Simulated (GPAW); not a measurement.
Crystal: HfN.

```xyz
2
Lattice="0.0000 2.2560 2.2560 2.2560 0.0000 2.2560 2.2560 2.2560 0.0000" Properties=species:S:1:pos:R:3 pbc="T T T"
Hf    0.0000    0.0000    0.0000
N     2.2560    2.2560    2.2560
```

* Program: GPAW 26.7.0
* Task: relaxation of cell and atoms
* Functional: PBE
* Potentials or basis: GPAW PAW data sets (gpaw-data 1.2.1)
* Cutoff: 800 eV
* Basis: pw
* k mesh: 10 × 10 × 10
* Occupations: fermi-dirac, width 0.05 eV
* Spin: no spin polarisation

At the start: pressure 6.7 GPa; volume 11.48 Å³/atom.

Problem. How do energy, volume and symmetry change on relaxing?

Solution. Over 19 steps the energy falls by 6.5 meV/atom and the volume is 11.75 Å³/atom (+2.3 %); space group Fm-3m (No. 225, to 0.05 Å).

The path:
| step | energy change (eV) | largest force (eV/Å) | pressure (GPa) | volume (Å³) |
| --- | --- | --- | --- | --- |
| 1 | 0.0000 | 0.0000 | 6.72 | 22.96 |
| 2 | -0.0064 | 0.0000 | 4.58 | 23.13 |
| 3 | -0.0123 | 0.0000 | 1.13 | 23.41 |
| 4 | -0.0123 | 0.0000 | -2.47 | 23.73 |
| 5 | -0.0125 | 0.0000 | -2.29 | 23.71 |
| 6 | -0.0129 | 0.0000 | -1.94 | 23.68 |
| 7 | -0.0131 | 0.0000 | -1.46 | 23.64 |
| 8 | -0.0131 | 0.0000 | -0.85 | 23.59 |
| 9 | -0.0131 | 0.0000 | -0.18 | 23.53 |
| 10 | -0.0128 | 0.0000 | 0.51 | 23.47 |
| 11 | -0.0128 | 0.0000 | 0.50 | 23.47 |
| 12 | -0.0128 | 0.0000 | 0.48 | 23.47 |
| 13 | -0.0128 | 0.0000 | 0.45 | 23.47 |
| 14 | -0.0129 | 0.0000 | 0.42 | 23.47 |
| 15 | -0.0129 | 0.0000 | 0.37 | 23.48 |
| 16 | -0.0129 | 0.0000 | 0.32 | 23.48 |
| 17 | -0.0129 | 0.0000 | 0.26 | 23.49 |
| 18 | -0.0129 | 0.0000 | 0.19 | 23.49 |
| 19 | -0.0130 | 0.0000 | 0.11 | 23.50 |

Final structure:
```
Hf N
1.0
     0.00000    2.27344    2.27344
     2.27344    0.00000    2.27344
     2.27344    2.27344    0.00000
Hf N
1 1
Direct
  0.00000 0.00000 0.00000
  0.50000 0.50000 0.50000
```

Caveat: later steps reuse the first step's grids.
